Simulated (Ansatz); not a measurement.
# MgO (Fm-3m), clamped-ion strain scan

Level of theory: DFT PBEsol, scalar-relativistic, plane waves, PAW in Ansatz 0.2.0. Settings: plane waves to 420 eV, k-mesh 10×10×10 (Γ-centred), Gaussian smearing 0.05 eV. No spin polarisation. Energies are free energies at this smearing, counted from the undisturbed cell; pressure is positive in compression.

The starting cell (as given, not relaxed at this level; it stands at -5.8 GPa):

```
Mg O
1.0
     0.00000    2.13515    2.13515
     2.13515    0.00000    2.13515
     2.13515    2.13515    0.00000
Mg O
1 1
Direct
  0.00000 0.00000 0.00000
  0.50000 0.50000 0.50000
```

The cell is strained by ε times the Voigt pattern (1, 0, 0, 0, 0, 0) (xx, yy, zz, yz, xz, xy; engineering shear) with fractional coordinates fixed.

```csv
ε,ΔE (meV/atom),"stress summed along the pattern (GPa, tension positive)",pressure (GPa)
-0.1500,279.2,-94.35,38.5
-0.1125,115.7,-52.03,21.1
-0.0750,31.3,-24.00,8.8
-0.0375,-1.0,-5.77,0.3
0.0000,0.0,5.76,-5.8
0.0375,21.8,12.76,-9.9
0.0750,55.8,16.73,-12.8
0.1125,96.5,18.69,-14.8
0.1312,118.0,19.14,-15.5
0.1500,140.0,19.34,-16.1
```